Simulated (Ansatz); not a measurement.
A plane-wave DFT run in Ansatz 0.2.0 (scalar-relativistic PAW potentials unless the input names others): input and command.

```yaml
crystal:
  lattice:
    - [4.4375602049, 0.0, 0.0]
    - [0.0, 4.4375602049, 0.0]
    - [0.0, 0.0, 4.4375602049]
  atoms:
    - { symbol: Al, position: [0.0, 0.0, 0.0] }
    - { symbol: Ga, position: [0.5, 0.5, 0.0] }
    - { symbol: Ga, position: [0.5, 0.0, 0.5] }
    - { symbol: Ga, position: [0.0, 0.5, 0.5] }
    - { symbol: "N", position: [0.7550434857, 0.7550434857, 0.2449565143] }
    - { symbol: "N", position: [0.7550434857, 0.2449565143, 0.7550434857] }
    - { symbol: "N", position: [0.2449565143, 0.7550434857, 0.7550434857] }
    - { symbol: "N", position: [0.2449565143, 0.2449565143, 0.2449565143] }
basis:
  ecutwfc: 420
kpoints:
  mp_grid: { grid: [6, 6, 6] }
hamiltonian:
  xc: pbesol
scf:
  occupations: { method: gaussian, width: 0.02 }
  eigensolver: { kind: davidson }
output:
  forces: true
  eigenvalues: true
  stress: true
```

```bash
ansatz run input.yaml --threads 2 --pin off --max-ram 5120MiB --backend cpu --events-out ev --progress --plain --runs-dir out
```

Abridged log:
```
Basis set: ecut = 420 eV, 1743 PW (Γ), exchange–correlation on 60×60×60 points (8 copies of the dense FFT grid, shifted against one another)
Bands: 39, of which v1, the nominal top of the filled ones, is band 31 counted from 1 (30 counted from 0)
Symmetry: 24 space group operations
k-points: 20 of 216 (time reversal used)
SCF iter   1: F=—  HF=-13274.420789 eV  |F-HF|=—  |Δ(HF+E_count)|=         —  Δρ=1.15e-2  dr2=1.15e-1  ethr=1.77e-3  ⟨swp⟩=10.3  Hψ=3695  notcnv=0
SCF iter   2: F=—  HF=-13274.388090 eV  |F-HF|=—  |Δ(HF+E_count)|=   3.27e-2  Δρ=1.92e-3  dr2=3.49e-3  ethr=5.72e-6  ⟨swp⟩=3.5  Hψ=3599  notcnv=0  defer=6
SCF iter   3: F=—  HF=-13274.387506 eV  |F-HF|=—  |Δ(HF+E_count)|=   5.84e-4  Δρ=8.20e-4  dr2=4.78e-4  ethr=5.63e-6  ⟨swp⟩=3.0  Hψ=1565  notcnv=0
automatic band count: iteration 3 solves 36 bands in place of 39: the levels show a gap, and the empty bands left out lie too high to hold charge; the band table lists the bands solved (type scf.n_extra_bands for more)
SCF iter   4: F=—  HF=-13274.387536 eV  |F-HF|=—  |Δ(HF+E_count)|=   2.93e-5  Δρ=1.66e-4  dr2=2.53e-5  ethr=7.72e-7  ⟨swp⟩=3.0  Hψ=1867  notcnv=0
SCF iter   5: F=—  HF=-13274.387492 eV  |F-HF|=—  |Δ(HF+E_count)|=   4.42e-5  Δρ=1.41e-4  dr2=8.24e-6  ethr=4.08e-8  ⟨swp⟩=4.0  Hψ=2327  notcnv=0
SCF iter   6: F=—  HF=-13274.387407 eV  |F-HF|=—  |Δ(HF+E_count)|=   8.41e-5  Δρ=3.32e-5  dr2=9.86e-7  ethr=1.33e-8  ⟨swp⟩=2.0  Hψ=1340  notcnv=0
SCF iter   7: F=—  HF=-13274.387408 eV  |F-HF|=—  |Δ(HF+E_count)|=   3.02e-7  Δρ=6.75e-6  dr2=1.55e-8  ethr=1.59e-9  ⟨swp⟩=3.8  Hψ=1872  notcnv=0
SCF iter   8: F=-13274.387408 eV  HF=-13274.387408 eV  |F-HF|=1.77e-9  |Δ(HF+E_count)|=   3.47e-8  Δρ=3.38e-6  dr2=5.50e-9  ethr=2.50e-11  ⟨swp⟩=4.0  Hψ=2338  notcnv=0
SCF 1 converged in 8 iterations: F = -13274.387408 eV  dr2 = 5.50e-9
  Residual-converged pass: ⟨swp⟩=2.0  Hψ=932  notcnv=0  max |occ|·‖R‖ = 6.6e-6 eV (tolerance 6.7e-6 eV) dr2=5.52e-9  dr2_onsite=3.52e-9  max |Δocc| = 0.0e0
SCF converged after 8 iterations
Free energy (F): -13274.387408 eV
Harris-Foulkes:  -13274.387408 eV  (|F-HF|=1.77e-9)
Internal energy: -13274.387408 eV  (E = F + TS)
E sigma→0 (E₀):  -13274.387408 eV
Fermi energy:    10.407134 eV
--- Forces (eV/Å), atoms counted from 1 ---
  atom   1  Al     0.00000000     0.00000000     0.00000000
  atom   2  Ga     0.00000000     0.00000000     0.00000000
  atom   3  Ga     0.00000000     0.00000000     0.00000000
  atom   4  Ga     0.00000000     0.00000000     0.00000000
  atom   5  N      0.00100447     0.00100447    -0.00100447
  atom   6  N      0.00100447    -0.00100447     0.00100447
  atom   7  N     -0.00100447     0.00100447     0.00100447
  atom   8  N     -0.00100447    -0.00100447    -0.00100447
--- Stress (GPa, compression-positive) ---
        4.041994       0.000000       0.000000
        0.000000       4.041994       0.000000
        0.000000       0.000000       4.041994
  P = ⅓ Tr σ = 4.0420 GPa (40.420 kbar)
```

Apart from outputs, empty bands and the relaxation, which only the reference makes, the input differs from a reference run on usual settings in scf.eigensolver.kind: not typed → "davidson". The reference, at the same geometry, ended its own course with pressure 4.04 GPa, largest force 0.002 eV/Å, gap on the mesh 2.43 eV. This run converged in 8 SCF iterations with an energy at zero smearing within 0.01 meV/atom of the reference's, pressure 4.04 GPa, largest force 0.002 eV/Å, gap on the mesh 2.43 eV.

It took 5.8 s on 2 threads of Arm Neoverse V2 (shared host), peak memory 0.33 GiB.